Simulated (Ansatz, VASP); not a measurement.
# Hf: VASP beside Ansatz

```
Hf
1.0
     3.16023    0.00000    0.00000
    -1.58012    2.73684    0.00000
     0.00000    0.00000    4.99622
Hf
2
Direct
  0.33333 0.66667 0.75000
  0.66667 0.33333 0.25000
```

Alike in both runs: functional PBEsol; k mesh 15 × 15 × 8; occupations gaussian, width 0.1 eV; no spin polarisation.

Ansatz relaxed the structure, and its values are those at the end. VASP's run is a single point on that final structure, the one shown.

|  | VASP | Ansatz |
| --- | --- | --- |
| version | VASP 6.6.1 | Ansatz 0.2.0 |
| potentials or method | VASP PAW PBE potentials, release 64 (Hf_pv) | scalar-relativistic, plane waves, PAW |
| plane-wave cutoff (eV) | 520 | 420 |
| valence electrons in the cell | 20 | 52 |

VASP gave:

- gap on the k mesh at the Fermi level (eV): none
- pressure (GPa): -0.4

Question: Which values does Ansatz return?

Answer: gap on the k mesh at the Fermi level (eV): none; pressure (GPa): 0.0.

A gap of «none» marks a metal or a gap that the smearing closes. With one functional, cell and mesh, what is left measures potentials, basis and numerics. The two sets of potentials don't hold the same shells in valence.

Caveats: the PAW data sets were made with another functional, which shifts forces and pressure a little (VASP). The runs have no spin-orbit coupling, so splittings on Hf are missing.
